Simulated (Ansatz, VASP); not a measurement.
## One calculation of Ge, two programs

```
CELL_PARAMETERS angstrom
1.38677 -2.55049 0.00000
1.38677 2.55049 0.00000
0.00000 0.00000 2.64622
ATOMIC_POSITIONS crystal
Ge 0.50000 0.50000 0.00000
```

Alike in both runs: functional r2SCAN; k mesh 16 × 16 × 16; occupations gaussian, width 0.1 eV; no spin polarisation.

Ansatz relaxed the structure, and its values are those at the end. VASP's run is a single point on that final structure, the one shown.

|  | VASP | Ansatz |
| --- | --- | --- |
| version | VASP 6.6.1 | Ansatz 0.2.0 |
| potentials or method | VASP PAW PBE potentials, release 64 (Ge_d) | scalar-relativistic, plane waves, PAW |
| plane-wave cutoff (eV) | 520 | 500 |
| valence electrons in the cell | 14 | 14 |

VASP gave:

- gap on the k mesh at the Fermi level (eV): none
- pressure (GPa): -0.3

**Question.** What did Ansatz give for the same quantities?

**Answer.** gap on the k mesh at the Fermi level (eV): none; pressure (GPa): 0.0.

A gap of «none» marks a metal or a gap that the smearing closes.

Caveats: the PAW data sets were made with another functional, which shifts forces and pressure a little (VASP).
